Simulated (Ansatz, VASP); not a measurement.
## One calculation of MgS, two programs

```
Mg S
1.0
     4.02879    0.00000    0.00000
    -2.01440    3.48904    0.00000
     0.57737    0.00000    6.41519
Mg S
2 2
Direct
  0.66056 0.33505 0.49723
  0.32550 0.66495 0.99723
  0.34168 0.66941 0.37776
  0.67226 0.33059 0.87776
```

Alike in both runs: task single point; functional PBEsol; k mesh 9 × 9 × 4; occupations gaussian, width 0.02 eV; no spin polarisation.

```csv
,VASP,Ansatz
version,VASP 6.6.1,Ansatz 0.2.0
potentials or method,"VASP PAW PBE potentials, release 64 (Mg, S)","scalar-relativistic, plane waves, PAW"
plane-wave cutoff (eV),520,420
valence electrons in the cell,16,32
```

|  | VASP | Ansatz | Ansatz less VASP |
| --- | --- | --- | --- |
| gap on the k mesh at the Fermi level (eV) | 3.12 | 3.12 | -0.002 |
| least direct gap on the mesh (eV) | 3.12 | 3.12 | -0.002 |
| pressure (GPa) | -0.3 | -0.2 | +0.09 |
| largest component of the traceless stress (GPa) | 1.55 | 1.55 | -0.006 |

The two sets of potentials don't hold the same shells in valence.

Caveats: the PAW data sets were made with another functional, which shifts forces and pressure a little (VASP). A hybrid or GW would open this gap; PBEsol tends to underestimate it.
